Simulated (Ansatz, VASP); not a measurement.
**Gd: VASP beside Ansatz**

INCAR

```
SYSTEM = Gd
ALGO = Fast
EDIFF = 1E-7
ENCUT = 520
GGA = PE
ISIF = 2
ISMEAR = 0
ISPIN = 2
LASPH = .True.
LCHARG = .False.
LMAXMIX = 6
LORBIT = 11
LREAL = .False.
LWAVE = .False.
MAGMOM = 7.94
NBANDS = 19
NELM = 150
PREC = Accurate
SIGMA = 0.05
```

File KPOINTS:

```
k-points
0
Gamma
  6 6 6
  0 0 0
```

File POSCAR:

```
Gd
1.0
    0.0000000000      2.5466044155      2.5466044155
    2.5466044155      0.0000000000      2.5466044155
    2.5466044155      2.5466044155      0.0000000000
Gd
1
Direct
    0.0000000000      0.0000000000      0.0000000000
```

Input for Ansatz:

```yaml
crystal:
  lattice:
    - [0.0, 2.5466044155, 2.5466044155]
    - [2.5466044155, 0.0, 2.5466044155]
    - [2.5466044155, 2.5466044155, 0.0]
  atoms:
    - { symbol: Gd, position: [0.0, 0.0, 0.0], spin: 7.94 }
basis:
  ecutwfc: 600
  ecutrho_ratio: 5
kpoints:
  mp_grid: { grid: [6, 6, 6] }
hamiltonian:
  xc: pbe
scf:
  occupations: { method: gaussian, width: 0.05 }
output:
  forces: true
  stress: true
  eigenvalues: true
  populations: true
magnetization:
  spin_polarized: true
```

Alike in both runs: task single point; functional PBE; k mesh 6 × 6 × 6; occupations gaussian, width 0.05 eV; collinear spin.

|  | VASP | Ansatz |
| --- | --- | --- |
| version | VASP 6.6.1 | Ansatz 0.2.0 |
| potentials or method | VASP PAW PBE potentials, release 64 (Gd) | scalar-relativistic, plane waves, PAW |
| plane-wave cutoff (eV) | 520 | 600 |
| valence electrons in the cell | 18 | 18 |

VASP gave:

| Item | Value |
| --- | --- |
| gap on the k mesh at the Fermi level (eV) | none |
| pressure (GPa) | -0.2 |
| net moment per atom (μB) | 7.40 |
| size of the moment on the site where the two differ most (μB) | 6.92 |

**Question.** Estimate Ansatz's values.

**Answer.** gap on the k mesh at the Fermi level (eV): none; pressure (GPa): -0.2; net moment per atom (μB): 7.40; size of the moment on the site where the two differ most (μB): 7.22.

Site moments also hang on the region over which each program counts them. A gap of «none» marks a metal or a gap that the smearing closes. Ansatz warned: «given_moment_on_shells».

Caveats: spin-orbit coupling is left out, which moves the levels of the heavy elements. The state reached can hang on the start; a lower one may exist.
